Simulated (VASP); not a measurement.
# GaN (Fm-3m) in VASP: further runs

One crystal, GaN, is run at these levels: PBEsol, r2SCAN, TB-mBJ; tasks: band structure.

Program: VASP 6.6.1. These are calculated values, not measurements. Logs are shortened: lines on timing, memory, paths and dates and some standing lists are left out, and cuts for length are marked.

## 1. The crystal as given

It takes space group Fm-3m (No. 225, cubic). Conventional cell: a = 4.222 Å, b = 4.222 Å, c = 4.222 Å, α = 90.00°, β = 90.00°, γ = 90.00°. Ga (site symmetry m-3m) has 6 N at 2.11 Å as nearest neighbours. Around N (site symmetry m-3m) lie 6 Ga at 2.11 Å.

Measurements of this composition are mostly on another form, of space group No. 186.

## 2. Band structure, PBEsol

POSCAR

```
GaN
1.0
    0.0000000000      2.1108000000      2.1108000000
    2.1108000000      0.0000000000      2.1108000000
    2.1108000000      2.1108000000      0.0000000000
Ga N
1 1
Direct
    0.0000000000      0.0000000000      0.0000000000
    0.5000000000      0.5000000000      0.5000000000
```

INCAR.step1

```
SYSTEM = GaN
ALGO = Fast
EDIFF = 1E-6
ENCUT = 520
GGA = PS
ISIF = 2
ISMEAR = 0
LASPH = .True.
LCHARG = .True.
LREAL = .False.
LWAVE = .False.
NBANDS = 16
NELM = 60
PREC = Accurate
SIGMA = 0.02
```

KPOINTS.step1

```
k-points
0
Gamma
  14 14 14
  0 0 0
```

INCAR.step2

```
SYSTEM = GaN
ALGO = Fast
EDIFF = 1E-6
ENCUT = 520
GGA = PS
ICHARG = 11
ISIF = 2
ISMEAR = 0
LASPH = .True.
LCHARG = .False.
LREAL = .False.
LWAVE = .False.
NBANDS = 16
NELM = 60
PREC = Accurate
SIGMA = 0.05
```

KPOINTS.step2

```
path GXWKGLUWLK,UX
15
line-mode
reciprocal
 0.0000000000  0.0000000000  0.0000000000  G
 0.5000000000  0.0000000000  0.5000000000  X

 0.5000000000  0.0000000000  0.5000000000  X
 0.5000000000  0.2500000000  0.7500000000  W

 0.5000000000  0.2500000000  0.7500000000  W
 0.3750000000  0.3750000000  0.7500000000  K

 0.3750000000  0.3750000000  0.7500000000  K
 0.0000000000  0.0000000000  0.0000000000  G

 0.0000000000  0.0000000000  0.0000000000  G
 0.5000000000  0.5000000000  0.5000000000  L

 0.5000000000  0.5000000000  0.5000000000  L
 0.6250000000  0.2500000000  0.6250000000  U

 0.6250000000  0.2500000000  0.6250000000  U
 0.5000000000  0.2500000000  0.7500000000  W

 0.5000000000  0.2500000000  0.7500000000  W
 0.5000000000  0.5000000000  0.5000000000  L

 0.5000000000  0.5000000000  0.5000000000  L
 0.3750000000  0.3750000000  0.7500000000  K

 0.6250000000  0.2500000000  0.6250000000  U
 0.5000000000  0.0000000000  0.5000000000  X
```

Potentials or basis: VASP PAW PBE potentials, release 64 (Ga_d, N).

Command:

```console
$ cat potpaw_PBE.64/Ga_d/POTCAR potpaw_PBE.64/N/POTCAR > POTCAR
$ cp INCAR.step1 INCAR
$ cp KPOINTS.step1 KPOINTS
$ mpirun -np 1 vasp_std > vasp.out
$ cp INCAR.step2 INCAR
$ cp KPOINTS.step2 KPOINTS
$ mpirun -np 1 vasp_std > vasp.out
```

OUTCAR:

```text
SYSTEM = GaN
   EDIFF = 1E-6
   ENCUT = 520
   GGA = PS
   ICHARG = 11
   ISIF = 2
   ISMEAR = 0
   LASPH = .True.
   LREAL = .False.
   NELM = 60
   PREC = Accurate

 ion  position               nearest neighbor table
   1  0.000  0.000  0.000-   2 2.11   2 2.11   2 2.11   2 2.11   2 2.11   2 2.11
   2  0.500  0.500  0.500-   1 2.11   1 2.11   1 2.11   1 2.11   1 2.11   1 2.11

  LATTYP: Found a face centered cubic cell.
 ALAT       =     4.2216000000

  Lattice vectors:

 A1 = (   0.0000000000,   2.1108000000,   2.1108000000)
 A2 = (   2.1108000000,   0.0000000000,   2.1108000000)
 A3 = (   2.1108000000,   2.1108000000,   0.0000000000)

Analysis of symmetry for initial positions (statically):
=====================================================================
 Subroutine PRICEL returns:
 Original cell was already a primitive cell.

 Routine SETGRP: Setting up the symmetry group for a
 face centered cubic supercell.

 Subroutine GETGRP returns: Found 48 space group operations
 (whereof 48 operations were pure point group operations)
 out of a pool of 48 trial point group operations.

The static configuration has the point symmetry O_h .

Analysis of symmetry for dynamics (positions and initial velocities):
=====================================================================
 Subroutine PRICEL returns:
 Original cell was already a primitive cell.

 Routine SETGRP: Setting up the symmetry group for a
 face centered cubic supercell.

 Subroutine GETGRP returns: Found 48 space group operations
 (whereof 48 operations were pure point group operations)
 out of a pool of 48 trial point group operations.

The dynamic configuration has the point symmetry O_h .

 Subroutine INISYM returns: Found 48 space group operations
 (whereof 48 operations are pure point group operations),
 and found     1 'primitive' translations

----------------------------------------------------------------------------------------

                                     Primitive cell

  volume of cell :      18.8092

  direct lattice vectors                    reciprocal lattice vectors
     0.000000000  2.110800000  2.110800000    -0.236877013  0.236877013  0.236877013
     2.110800000  0.000000000  2.110800000     0.236877013 -0.236877013  0.236877013
     2.110800000  2.110800000  0.000000000     0.236877013  0.236877013 -0.236877013

  length of vectors
[... 71 lines left out ...]
   LNONCOLLINEAR =      F non collinear calculations
   LSORBIT =      F    spin-orbit coupling
   LASPH  =      T    aspherical Exc in radial PAW
   ENCUT  =  520.0 eV  38.22 Ry    6.18 a.u.   5.55  5.55  5.55*2*pi/ulx,y,z
   NELM   =     60;   NELMIN=  2; NELMDL=  0     # of ELM steps
   EDIFF  = 0.1E-05   stopping-criterion for ELM
   LREAL  =      F    real-space projection
   EDIFFG = 0.1E-04   stopping-criterion for IOM
   NSW    =      0    number of steps for IOM
   IBRION =     -1    ionic relax: 0-MD 1-quasi-New 2-CG
   NFREE  =      0    steps in history (QN), initial steepest desc. (CG)
   ISIF   =      2    stress and relaxation
   ISYM   =      2    0-nonsym 1-usesym 2-fastsym
   POTIM  = 0.5000    time-step for ionic-motion
   TEBEG  =    0.0;   TEEND  =   0.0 temperature during run
   PSTRESS=    0.0 pullay stress
   NELECT =      18.0000    total number of electrons
   NUPDOWN=      -1.0000    fix difference up-down
   EMIN   =  10.00;   EMAX   =-10.00  energy-range for DOS
   EFERMI =   0.00;   METHOD = LEGACY
   ISMEAR =     0;   SIGMA  =   0.05  broadening in eV -4-tet -1-fermi 0-gaus
   EFERMI_NEDOS =   21; number of points for ismear=-14 and -15
   IALGO  =     68    algorithm
   IMIX   =      4    mixing-type and parameters
     AMIX     =   0.40;   BMIX     =  1.00
     AMIX_MAG =   1.60;   BMIX_MAG =  1.00
  volume/ion in A,a.u.               =       9.40        63.47
  Fermi-wavevector in a.u.,A,eV,Ry     =   1.613276  3.048649 35.411317  2.602658
  Thomas-Fermi vector in A             =   2.708371
   LORBIT       =      0    0 simple, 1 ext, 2 COOP (PROOUT), +10 PAW based schemes
   GGA     = PS    functional components
   LHFCALC =     F    Hartree Fock is set to
   AEXX    =    0.0000 exact exchange contribution
   IVDW    =     0    specifies the selected vdW correction
   LEPSILON=     F    determine dielectric tensor
   LRPA    =     F    only Hartree local field effects (RPA)
 non-spin polarized calculation
 RMM-DIIS sequential band-by-band and
 Gauss-broadening in eV      SIGMA  =   0.05
  energy-cutoff  :      520.00
  volume of cell :       18.81
 maximum number of plane-waves:       531
 NGX is ok and might be reduce to    24

 number of electron      18.0000009 magnetization

 Free energy of the ion-electron system (eV)
  ---------------------------------------------------
  ext. energy  EPLUGINS =         0.00000000
  ---------------------------------------------------
  free energy    TOTEN  =       -12.76612445 eV

  energy without entropy =      -12.76612445  energy(sigma->0) =      -12.76612445

 E-fermi :   8.1329     XC(G=0): -13.2997

 val. band max:        7.8203529547   @ k =   0.1875   0.1875   0.3750
 cond. band min:       8.3526816449   @ k =   0.5000   0.0000   0.5000
 fundamental gap:      0.5323286902
 Fermi energy:         8.1329130285

 k-point     1 :       0.0000    0.0000    0.0000
  band No.  band energies     occupation
      1      -9.5363      2.00000
      2      -6.1098      2.00000
      3      -6.1098      2.00000
      4      -6.1098      2.00000
      5      -6.0250      2.00000
      6      -6.0250      2.00000
[... 433 lines left out ...]
      3      -6.0152      2.00000
      4      -5.9422      2.00000
      5      -5.8194      2.00000
      6      -3.2277      2.00000
[... 8 lines left out ...]
     15      30.5813      0.00000
     16      35.5174      0.00000

 [... further k-points ...]
[... 5 lines left out ...]
  --------------------------------------------------------------------------------------
  -------------------------------------------------------------------------------------
  Total       -2.6115325     -2.6115325     -2.6115325      0.0000000     -0.0000000      0.0000000
  in kB     -222.4512090   -222.4512090   -222.4512090      0.0000000     -0.0000000      0.0000000
  external PRESSURE =    -222.4512090 kB  Pullay stress =       0.0000000 kB

 VOLUME and BASIS-vectors are now :
 -----------------------------------------------------------------------------
  energy-cutoff  :      520.00
  volume of cell :       18.81
      direct lattice vectors                 reciprocal lattice vectors
     0.000000000  2.110800000  2.110800000    -0.236877013  0.236877013  0.236877013
     2.110800000  0.000000000  2.110800000     0.236877013 -0.236877013  0.236877013
     2.110800000  2.110800000  0.000000000     0.236877013  0.236877013 -0.236877013

 POSITION                                       TOTAL-FORCE (eV/Angst)
 -----------------------------------------------------------------------------------
      0.00000      0.00000      0.00000         0.000000      0.000000      0.000000
      2.11080      2.11080      2.11080        -0.000000     -0.000000     -0.000000
 -----------------------------------------------------------------------------------
    total drift:                                0.000000     -0.000000     -0.000000

  FREE ENERGIE OF THE ION-ELECTRON SYSTEM (eV)
  ---------------------------------------------------
  free  energy   TOTEN  =       -12.7661244453 eV

  energy  without entropy=      -12.7661244453  energy(sigma->0) =      -12.76612445
```

OUTCAR.step1:

```text
SYSTEM = GaN
   EDIFF = 1E-6
   ENCUT = 520
   GGA = PS
   ISIF = 2
   ISMEAR = 0
[... 681 lines left out ...]
      0.00000      0.00000      0.00000        -0.000000      0.000000     -0.000000
      2.11080      2.11080      2.11080         0.000000     -0.000000      0.000000
 -----------------------------------------------------------------------------------
    total drift:                                0.000000     -0.000000     -0.000000

  FREE ENERGIE OF THE ION-ELECTRON SYSTEM (eV)
  ---------------------------------------------------
  free  energy   TOTEN  =       -12.2600378186 eV

  energy  without entropy=      -12.2600378186  energy(sigma->0) =      -12.26003782
```

Run time: 19 s. Hardware: 1 thread of Intel Xeon 6975P-C (Granite Rapids), shared host; peak memory 0.16 GiB.

What came out:

| Item | Value |
| --- | --- |
| Band gap on the k mesh | 0.53 eV, indirect (least direct gap 2.80 eV) |
| Band gap along the path | 0.53 eV, indirect (least direct gap 2.80 eV) |

Levels at the corners of the path, in eV from the valence-band top:
```csv
point,band 5,band 6,band 7,band 8,band 9,band 10,band 11,band 12,band 13,band 14
Γ,-13.85,-13.85,-0.53,-0.53,-0.53,2.27,14.62,14.62,14.62,15.76
X,-13.64,-10.91,-7.23,-3.10,-3.10,0.53,7.68,11.88,14.46,14.46
X,-13.64,-10.91,-7.23,-3.10,-3.10,0.53,7.68,11.88,14.46,14.46
W,-13.64,-11.14,-5.43,-5.43,-4.69,5.10,9.82,10.26,10.26,18.52
W,-13.64,-11.14,-5.43,-5.43,-4.69,5.10,9.82,10.26,10.26,18.52
K,-13.68,-11.33,-6.25,-5.82,-2.16,3.12,8.89,11.12,12.51,15.04
K,-13.68,-11.33,-6.25,-5.82,-2.16,3.12,8.89,11.12,12.51,15.04
Γ,-13.85,-13.85,-0.53,-0.53,-0.53,2.27,14.62,14.62,14.62,15.76
Γ,-13.85,-13.85,-0.53,-0.53,-0.53,2.27,14.62,14.62,14.62,15.76
L,-13.70,-13.70,-8.34,-0.18,-0.18,4.61,8.99,8.99,9.42,16.23
L,-13.70,-13.70,-8.34,-0.18,-0.18,4.61,8.99,8.99,9.42,16.23
U,-13.68,-11.33,-6.25,-5.82,-2.16,3.12,8.89,11.12,12.51,15.04
U,-13.68,-11.33,-6.25,-5.82,-2.16,3.12,8.89,11.12,12.51,15.04
W,-13.64,-11.14,-5.43,-5.43,-4.69,5.10,9.82,10.26,10.26,18.52
W,-13.64,-11.14,-5.43,-5.43,-4.69,5.10,9.82,10.26,10.26,18.52
L,-13.70,-13.70,-8.34,-0.18,-0.18,4.61,8.99,8.99,9.42,16.23
L,-13.70,-13.70,-8.34,-0.18,-0.18,4.61,8.99,8.99,9.42,16.23
K,-13.68,-11.33,-6.25,-5.82,-2.16,3.12,8.89,11.12,12.51,15.04
U,-13.68,-11.33,-6.25,-5.82,-2.16,3.12,8.89,11.12,12.51,15.04
X,-13.64,-10.91,-7.23,-3.10,-3.10,0.53,7.68,11.88,14.46,14.46
```

Caveat: the log is that of the step along the path at fixed density, whose energy, stress, charges and moments have no meaning; the PAW data sets were made with another functional, which shifts forces and pressure a little.

(Part 1 of 2 ends here.)
